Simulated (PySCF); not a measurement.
Calculated NMR data

[PySCF: structure optimised with GFN2-xTB; shieldings: GIAO PBE0/pcSseg-1; equivalent nuclei averaged; one computed conformer; no solvent model; non-relativistic]

References, each an isolated molecule treated in the same way: ¹H, ¹³C against TMS. Where no couplings were computed, multiplicities follow the n + 1 count of equivalent neighbours, and m marks all less simple cases (inequivalent or close neighbours, rings, F or P nearby). Shifts are as computed. Against solution values, carbons near 30 ppm lie about +3 ppm off and those near 130 ppm about +5 ppm. Of 1211 compounds with measured shifts, 218 miss one by over three times the rms of a fit or turn the order of signals round; such compounds aren't used in these exercises.

**1.** `InChI=1S/C7H8/c1-2-7-4-3-6(1)5-7/h1-4,6-7H,5H2/t6-,7+`. ¹H NMR (400 MHz, computed): δ 7.21 (m, 4H), 3.47 (m, 2H), 2.19 (m, 2H). ¹³C{¹H} NMR (computed): δ 154.0 (CH), 82.0 (CH2), 53.6 (CH).

**2.** `C1=CC2(C=C1)CC2`, C7H8. ¹H NMR (400 MHz, computed): δ 6.72 (m, 2H), 6.30 (d, 2H), 1.55 (s, 4H). ¹³C{¹H} NMR (computed): δ 147.6, 136.7, 41.3, 15.0.
